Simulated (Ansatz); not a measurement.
PbS (zincblende), relaxed with r2SCAN: it is cubic, F-43m (No. 216); conventional cell a = 6.602 Å, 35.97 Å³ an atom. Pb is surrounded by 4 S at 2.86 Å; S is surrounded by 4 Pb at 2.86 Å. One-shot G0W0@PBE in the PAW code Ansatz on a 4×4×4 mesh (contour deformation, no spin-orbit coupling), from a PBE gap of 0.800 eV over the mesh points (the G0W0 gap is indirect on the mesh); the number N of bands summed and the screening cutoff rise together. Simulation only: spin-unpolarised, and no claim that this is the phase found in nature.

```
  N  cutoff (eV)  1000/N  G0W0 gap (eV)
126           80   7.937          1.096
280          140   3.571          1.233
```

Q: Lay a straight line in 1000/N through these rows.

A: The slope is -0.0314 eV per unit of 1000/N and the intercept 1.345 eV.

Q: Predict the gap at N = 507 (210 eV).

A: 1.345 + (-0.0314) × 1.972 = 1.283 eV; the run gives 1.332 eV, +0.049 eV from the line.

Q: With that run's result added, what limit do the last two rows suggest?

A: Their slope is (1.332 − 1.233)/(1.972 − 3.571) = -0.0619, which meets 1/N = 0 at 1.45 eV, against 1.345 eV from the first line. The slope steepens, so 1/N isn't yet asymptotic and the true limit probably lies higher still; the k mesh isn't extrapolated.

Spin-orbit coupling is left out; in compounds of Pb, Bi, Tl or Hg it can lower a gap by up to about 1 eV, split its edges or invert the bands.
